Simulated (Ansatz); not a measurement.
The system is TiO2 (Anatase).

```
CELL_PARAMETERS angstrom
-1.89210 1.89210 4.75730
1.89210 -1.89210 4.75730
1.89210 1.89210 -4.75730
ATOMIC_POSITIONS crystal
Ti 0.75000 0.25000 0.50000
Ti 0.00000 0.00000 0.00000
O 0.79190 0.79190 0.00000
O 0.54190 0.04190 0.50000
O 0.95810 0.45810 0.50000
O 0.20810 0.20810 0.00000
```

```yaml
Program: Ansatz 0.2.0
Task: relaxation of cell and atoms
Functional: RPBE
Dispersion: D3(BJ)
Potentials_or_basis: Ansatz PAW
Cutoff: "420 eV (not typed: the program's choice for these potentials)"
k_mesh: 10 × 10 × 10
Occupations: fermi-dirac, width 0.05 eV
Spin: no spin polarisation
```

At the start: volume 11.35 Å³/atom.

Where does the relaxation end?

It ends after 9 steps and the volume is 10.91 Å³/atom (-3.9 %); space group I4_1/amd (No. 141, to 0.05 Å).

The path:
| step | energy change (eV) | largest force (eV/Å) | volume (Å³) |
| --- | --- | --- | --- |
| 1 | 0.0000 | 0.1811 | 68.13 |
| 2 | -0.0490 | 0.1291 | 66.71 |
| 3 | -0.0689 | 0.0225 | 65.65 |
| 4 | -0.0705 | 0.0106 | 65.57 |
| 5 | -0.0706 | 0.0049 | 65.59 |
| 6 | -0.0706 | 0.0000 | 65.59 |
| 7 | -0.0641 | 0.0001 | 65.59 |
| 8 | -0.0646 | 0.0002 | 65.49 |
| 9 | -0.0642 | 0.0003 | 65.49 |

Final structure:
```
Ti O
1.0
    -1.89376    1.89376    4.56493
     1.89376   -1.89376    4.56493
     1.89376    1.89376   -4.56493
Ti O
2 4
Cartesian
  0.0000 1.8938 2.2825
  0.0000 0.0000 0.0000
  0.0000 0.0000 7.1664
  0.0000 1.8938 0.3190
  0.0000 1.8938 4.2459
  0.0000 0.0000 1.9635
```

Caveat: the plane-wave basis is chosen anew once the cell has moved, so the energies of steps on either side of that aren't comparable; the pressure holds a Pulay correction of +0.6 GPa for the finite cutoff; the PAW data sets come from PBE, with cores solved anew for the run's functional, which leaves a small shift of forces and pressure.
